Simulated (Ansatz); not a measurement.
The system is ZnS.

```xyz
2
Lattice="0.0000 2.7020 2.7020 2.7020 0.0000 2.7020 2.7020 2.7020 0.0000" Properties=species:S:1:pos:R:3 pbc="T T T"
Zn    4.0530    4.0530    4.0530
S     0.0000    0.0000    0.0000
```

Base run:

- Program: Ansatz 0.2.0
- Functional: PBE
- Potentials or basis: all-electron LAPW, scalar-relativistic
- Cutoff: 280 eV (chosen from the basis error)
- Basis error allowed: 0.001 eV/atom
- k mesh: 9 × 9 × 9
- Occupations: fermi-dirac, width 0.05 eV
- Spin: no spin polarisation

Its results: band gap on the k mesh 2.11 eV, direct; pressure 1.6 GPa.

The run is repeated on the same cell with these changes: potentials or basis from all-electron LAPW, scalar-relativistic to all-electron LAPW, non-relativistic. What comes out?

Band gap on the k mesh 2.39 eV, direct; pressure 2.8 GPa.

